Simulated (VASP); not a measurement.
**From VASP inputs to Ansatz: CdS (distorted wurtzite)**

INCAR

```
NSW = 0
NELM = 120
LWAVE = .FALSE.
LCHARG = .FALSE.
EDIFF = 1E-7
SIGMA = 0.02
NBANDS = 26
IBRION = -1
ENCUT = 520
ISIF = 2
LASPH = .TRUE.
GGA = PE
PREC = Accurate
ISMEAR = -1
LREAL = .FALSE.
```

KPOINTS

```
KPOINTS created by Atomic Simulation Environment
0
Gamma
6 6 4
0 0 0
```

POSCAR

```
Cd S
 1.0000000000000000
     4.2866999999999997   -0.0013000000000000   -0.0617000000000000
    -2.1444999999999999    3.6244000000000001    0.0302000000000000
    -0.1002000000000000   -0.0012000000000000    6.8067000000000002
 Cd  S
   2   2
Cartesian
 -0.0069060000000001  2.4165449800000003  6.7634003900000002
  2.0912612500000001  1.2866434099999999  3.3049196799999998
 -0.0262449500000000  2.4419603500000004  2.5158323000000000
  2.1289552100000000  1.1846819700000002  5.9870284199999997
```

VASP ran with the recommended PBE PAW datasets (36 valence electrons in the cell).

Q: Write an Ansatz input for this cell and level of theory.

A: 

```yaml
crystal:
  lattice:
    - [4.2867, -0.0013, -0.0617]
    - [-2.1445, 3.6244, 0.0302]
    - [-0.1002, -0.0012, 6.8067]
  atoms:
    - { symbol: Cd, position: [0.3554, 0.6672, 0.9939] }
    - { symbol: Cd, position: [0.6771, 0.3554, 0.4901] }
    - { symbol: S, position: [0.3397, 0.674, 0.3697] }
    - { symbol: S, position: [0.6811, 0.3274, 0.8843] }
kpoints:
  mp_grid: { grid: [6, 6, 4] }
hamiltonian:
  xc: pbe
scf:
  occupations: { method: fermi_dirac, width: 0.02 }
  n_extra_bands: 5
output:
  forces: true
  stress: true
  eigenvalues: true
```

Other inputs would serve too.

```tsv
	VASP	Ansatz
gap between bands v and c on the k mesh	1.04 eV	1.04 eV
least direct gap on the k mesh	1.04 eV	1.04 eV
pressure	-0.4 GPa	-0.7 GPa
largest force	0.63 eV/Å	0.62 eV/Å
```

The two codes use different PAW datasets and cutoffs. VASP's cell holds 36 valence electrons and Ansatz's 52. Ansatz's stress includes a Pulay correction; VASP's doesn't.
